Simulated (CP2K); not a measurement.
Runs of CP2K 2026.2 on BN. The structure is hexagonal, space group P6_3mc (No. 186). Conventional cell: a = 2.554 Å, b = 2.554 Å, c = 4.227 Å, α = 90.00°, β = 90.00°, γ = 120.00°. Around N (site symmetry 3m) lie 4 B at 1.57 to 1.58 Å. Around B (site symmetry 3m) lie 4 N at 1.57 to 1.58 Å. Measurements of this composition are mostly on another form, of space group No. 194.

| level | cutoff of the non-local correlation (Ry) | gap on the mesh (eV) | pressure (GPa) | largest force (eV/Å) |
| --- | --- | --- | --- | --- |
| WC | - | 5.03 | -2.2 | 0.01 |
| optB88-vdW | 300 | (c) | 1.1 | 0.01 |
| vdW-DF2 | 300 | 5.85 | 10.7 | (b) |
| LDA | - | 4.90 | -3.1 | - |
| PBE | - | 5.24 | 0.7 | 0.01 |
| PBEsol | - | (a) | -2.4 | - |
| M06-L | - | 5.67 | -2.7 | 0.01 |

Alike in all rows: task band structure; potentials or basis POTENTIAL_UZH N GTH-PBE-q5, B GTH-PBE-q3; TZVP-MOLOPT-PBE-GTH basis; no spin polarisation; cell as given; k mesh 12 × 12 × 6; smearing fermi-dirac 0.05 eV.

**Question.** Estimate the missing entries.

**Answer.** (a) 4.98; (b) 0.03; (c) 5.43.

Caveats: the basis of atomic orbitals isn't converged, which shifts pressures, moduli and gaps; the potentials were made for another functional, which shifts forces and pressure (some runs).

